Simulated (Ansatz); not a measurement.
# S (Sulfur): the cost of one run

Program: Ansatz 0.2.0, driven from Python. The levels of theory stand in the script. These are calculated values, not measurements.

**1. Starting point**

The structure is trigonal, space group R-3m (No. 166). Conventional cell: a = 3.277 Å, b = 3.277 Å, c = 2.584 Å, α = 90.00°, β = 90.00°, γ = 120.00°. Around S (site symmetry -3m) lie 6 S at 2.08 Å.

The script holds or builds the structure itself.

**2. Script**

The input, xc.py:

```python
"""One structure of S under several functionals."""

import ansatz
import pandas as pd


def main() -> None:
    system = (
        ansatz.Lattice.from_parameters(3.277, 3.277, 2.584, alpha=90, beta=90, gamma=120)
        .space_group(166)
        .atom("S", [0.0, 0.0, 0.0])
        .primitive()
    )

    setup = (
        system.calculation()
        .pseudopotentials("paw")
        .kpoints(length=22)
        .occupations(ansatz.OccupationsMethod.COLD, width=0.02)
        .mixing("anderson", preconditioner="none")
        .stress()
    )

    rows = []
    for value in ["pbe", "pbesol", "r2scan"]:
        r = setup.functional(value).run(threads=1, backend="cpu").report
        rows.append((value, r["free_energy_ev"] / len(r["lattice"]["sites"]), r["n_iterations"], sum(r["stress_gpa"][i][i] for i in range(3)) / 3, r["n_kpoints"]))

    table = pd.DataFrame(rows, columns=["functional", "F/atom (eV)", "iterations", "P (GPa)", "k-points"])
    print(table.round(5).to_string(index=False))


if __name__ == "__main__":
    main()
```

**3. What the engine is handed**

The engine receives this input (first run):

```yaml
crystal:
  lattice:
    a: 3.277
    b: 3.277
    c: 2.584
    alpha: 90.0
    beta: 90.0
    gamma: 120.0
  space_group: 166
  atoms:
    - { symbol: S, position: [0.0, 0.0, 0.0] }
  reduce_to_primitive: true
kpoints:
  mp_grid:
    grid: [12, 12, 12]
hamiltonian:
  xc: pbe
  pseudopotentials:
    kind: paw
scf:
  mixing:
    algorithm: anderson
    preconditioner: none
  occupations:
    method: cold
    width: 0.02
output:
  stress: true
```

**4. Launch**

Launch:

```bash
> python xc.py
```

What time and memory should one allow on 1 thread of Arm Neoverse V1, shared host?

About 5.5 s, with a peak of 0.38 GiB.
